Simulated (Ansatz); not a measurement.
**GaAs: the band gap up the ladder of functionals**

One table from this session's results is given with a row withheld; the runs are named, their logs left out.

Code: Ansatz 0.2.0. PAW datasets, plane waves. Spin-unpolarised throughout; all numbers are computed.

### The system as given

The cell was relaxed beforehand with r2SCAN.

The symmetry is F-43m (No. 216, cubic); conventional cell a = 5.666 Å, 22.74 Å³ an atom. Ga has 4 As at 2.45 Å; As has 4 Ga at 2.45 Å.

Coordinates:

```cif
data_structure
_symmetry_space_group_name_H-M 'F-43m'
_symmetry_Int_Tables_number 216
_cell_length_a 5.6662
_cell_length_b 5.6662
_cell_length_c 5.6662
_cell_angle_alpha 90.000
_cell_angle_beta 90.000
_cell_angle_gamma 90.000
_cell_volume 181.92
loop_
_atom_site_label
_atom_site_type_symbol
_atom_site_symmetry_multiplicity
_atom_site_Wyckoff_symbol
_atom_site_fract_x
_atom_site_fract_y
_atom_site_fract_z
_atom_site_occupancy
Ga1 Ga 4 a 0.00000 0.00000 0.00000 1
As1 As 4 d 0.25000 0.25000 0.75000 1
```

Set-up of the first run:

Input file input.yaml:

```yaml
crystal:
  lattice:
    - [0.0, 2.8330850794, 2.8330850794]
    - [2.8330850794, 0.0, 2.8330850794]
    - [2.8330850794, 2.8330850794, 0.0]
  atoms:
    - { symbol: Ga, position: [0.0, 0.0, 0.0] }
    - { symbol: As, position: [0.25, 0.25, 0.25] }
kpoints:
  mp_grid: { grid: [8, 8, 8] }
  band_path:
    path:
      - [[0.0, 0.0, 0.0], [-0.5, -0.5, -7.64934817335e-34], [-0.375, -0.375, 0.25]]
      - [[-0.375, 5.918612365875e-18, 0.375], [0.0, 0.0, 0.0], [1.572557373082e-17, 1.572557373082e-17, 0.5], [-0.5, -0.25, 0.25], [-0.5, -0.5, -7.64934817335e-34]]
    npoints: 10
hamiltonian:
  xc: pbe
scf:
  occupations: { method: fermi_dirac, width: 0.02 }
  n_extra_bands: 4
output:
  forces: true
  stress: true
  eigenvalues: true
  write_density: true
  write_potential: true
  elf: true
  volumetric_format: npy
```

Command:

```bash
ansatz run input.yaml --threads 4 --pin off --max-ram 7372MiB --backend cpu --events-out ev --progress --plain --runs-dir out
```

Steps of the session up to this table: PBE band path; Single point with r2SCAN; HSE06; Single point with PBE+SOC; PBE0; LDA; One-shot GW from PBE; G0W0 on PBE; Single point with DDH-PBE0; Single point with HSE06+SOC; Single point with r2SCANh; Hartree-Fock.

One table of the session follows, with a row left open; its other results are not shown here.

| level | gap (eV) |
| --- | --- |
| PBE | 0.47 |
| r2SCAN | 0.96 |
| HSE06 | 1.36 |
| PBE+SOC | ? |
| PBE0 | 1.95 |
| LDA | 0.23 |
| G0W0@PBE (135 empty bands) | 1.25 |
| G0W0@PBE (336 empty bands) | 1.10 |
| DDH-PBE0 | 0.87 |
| HSE06+SOC | 1.30 |
| r2SCANh | 1.45 |
| Hartree-Fock | 7.12 |

Estimate the missing values for PBE+SOC.

The run gave: gap (eV): 0.36. In the column «gap (eV)» it lies between LDA (0.23) and PBE (0.47).

Meshes: PBE 8×8×8, r2SCAN 8×8×8, HSE06 6×6×6, PBE+SOC 8×8×8, PBE0 6×6×6, LDA 8×8×8, DDH-PBE0 6×6×6, HSE06+SOC 4×4×4, r2SCANh 6×6×6, Hartree-Fock 6×6×6

Caveats from the session: Spin-orbit coupling changes the PBE gap by -0.11 eV, and the other levels here lack it unless marked. Warnings in the runs' records: stress scf threshold loose, stress exchange threshold loose.
